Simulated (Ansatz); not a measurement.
# AlP: how the settings move a relaxation

How sensitive is a relaxation of AlP to its settings? A reference run comes first, then one run with altered input.

The COD entry's cell or inner coordinates are ideal or old and differ from later refinements, so a difference from it is no clean test against experiment.

Method: reference: DFT, r2SCAN, PAW with Ansatz's default frozen-core files, scalar-relativistic; relaxation of cell and atoms, in Ansatz 0.2.0.

1 further run of the same task is left out (it didn't finish).

## Step 1: The system as given

Symmetry: F-43m, No. 216, cubic system. The conventional cell has a = 5.451 Å, b = 5.451 Å, c = 5.451 Å, α = 90.00°, β = 90.00°, γ = 90.00°. Around Al (site symmetry -43m) lie 4 P at 2.36 Å. P (site symmetry -43m) is surrounded by 4 Al at 2.36 Å.

Structure file:

```
Al P
1.0
     0.00000    2.72550    2.72550
     2.72550    0.00000    2.72550
     2.72550    2.72550    0.00000
Al P
1 1
Direct
  0.00000 0.00000 0.00000
  0.75000 0.75000 0.75000
```

## Step 2: The reference run

input.yaml

```yaml
crystal:
  lattice:
    - [0.0, 2.7255, 2.7255]
    - [2.7255, 0.0, 2.7255]
    - [2.7255, 2.7255, 0.0]
  atoms:
    - { symbol: Al, position: [0.0, 0.0, 0.0] }
    - { symbol: P, position: [0.75, 0.75, 0.75] }
kpoints:
  mp_grid: { grid: [12, 12, 12] }
scf:
  occupations: { method: fermi_dirac, width: 0.05 }
hamiltonian:
  xc: r2scan
  pseudopotentials: { kind: paw }
relax:
  f_tol: 0.002
  max_steps: 80
  cell: {}
output:
  forces: true
  stress: true
  write_density: true
  write_potential: true
  elf: true
  volumetric_format: npy
```

Launch:

```
$ ansatz run input.yaml --threads 1 --pin off --max-ram 3072MiB --backend cpu --events-out ev --progress --plain --runs-dir out
```

## Step 3: Changed: mp_grid.grid [8, 8, 8], occupations.method fixed, lower_state_search standard, eigensolver.kind davidson, basis.precision f64, xc_grid 1

Changes to input.yaml since step 2:

```diff
@@ -9,5 +9,7 @@
 kpoints:
-  mp_grid: { grid: [12, 12, 12] }
+  mp_grid: { grid: [8, 8, 8] }
 scf:
-  occupations: { method: fermi_dirac, width: 0.05 }
+  occupations: { method: fixed }
+  lower_state_search: standard
+  eigensolver: { kind: davidson }
 hamiltonian:
@@ -26 +28,4 @@
   volumetric_format: npy
+basis:
+  precision: f64
+  xc_grid: 1
```

**Question.** What will these runs give? Wanted: for each run, ending; energy change; pressure; gap; force.

The runs gave:

| run | ending | energy change | pressure (GPa) | gap (eV) | force (eV/Å) | cycles | time |
| --- | --- | --- | --- | --- | --- | --- | --- |
| reference | converged | 0 | 0.0 | 1.93 | 0.00 | 17 | 12 s |
| 1: mp_grid.grid [8, 8, 8], occupations.method fixed, lower_state_search standard, eigensolver.kind davidson, basis.precision f64, xc_grid 1 | converged | +1.3 meV/atom (σ→0) | 0.0 | 1.93 | 0.00 | 23 | 5.4 s |

Changing the k-point mesh, smearing, search for lower states, solver, arithmetic precision and numerical grids moves the energy by +1.3 meV/atom (σ→0 values). Cost: 23 SCF cycles against 17, 5.4 s against 12 s.

These are semilocal Kohn-Sham gaps, which aren't the measured quantity. Such gaps usually fall short of the measured ones.
